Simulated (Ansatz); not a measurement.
The system is Ag.

```
Ag
1.0
     0.00000    2.04275    2.04275
     2.04275    0.00000    2.04275
     2.04275    2.04275    0.00000
Ag
1
Direct
  0.00000 0.00000 0.00000
```

Base run:

```yaml
Program: Ansatz 0.2.0
Functional: exchange-only PBE
Potentials_or_basis: Ansatz PAW
Cutoff: "420 eV (not typed: the program's choice for these potentials)"
k_mesh: 11 × 11 × 11
Occupations: fermi-dirac, width 0.05 eV
Spin: no spin polarisation
```

Its results: band gap on the k mesh none (metal or under the smearing width); pressure 23.3 GPa.

The run is repeated on the same cell with these changes: functional from exchange-only PBE to PBE; cutoff from 420 eV (not typed: the program's choice for these potentials) to 800 eV. What comes out?

Band gap on the k mesh none (metal or under the smearing width); pressure 4.4 GPa.

Caveats: so large a pressure means that the cell lies far from this level's equilibrium, or that cutoff or potentials fall short (some runs); the PAW data sets come from PBE, with cores solved anew for the run's functional, which leaves a small shift of forces and pressure (some runs).
